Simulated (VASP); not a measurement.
# MoP: equation of state with PBE

The system is MoP.

```
Mo P
1.0
     3.22300    0.00000    0.00000
    -1.61150    2.79120    0.00000
     0.00000    0.00000    3.19100
Mo P
1 1
Direct
  0.00000 0.00000 0.00000
  0.33333 0.66667 0.50000
```

```json
{
  "Program": "VASP 6.6.1",
  "Task": "equation of state",
  "Functional": "PBE",
  "Potentials or basis": "VASP PAW PBE potentials, release 64 (Mo_sv, P)",
  "Cutoff": "520 eV",
  "k mesh": "10 × 10 × 8",
  "Occupations": "fermi-dirac, width 0.05 eV",
  "Spin": "no spin polarisation"
}
```

- Equilibrium volume: 14.53 Å³/atom
- Bulk modulus at fixed shape and positions: 223 GPa
- Pressure derivative of the bulk modulus: 4.4

Energy against volume, from the lowest point:
```tsv
volume (Å³/atom)	energy (meV/atom)
13.492	57.92
13.779	28.79
14.066	10.12
14.353	0.85
14.640	0.00
14.927	6.72
15.214	20.24
```

All runs of the series together: 3.6 min on 1 thread of AMD EPYC 7R13 Processor (Zen 3), on a shared host.

Caveat: the cell was scaled at fixed shape and fractional positions, which overstates the stiffness of a crystal with free parameters, most of all of layers and chains.
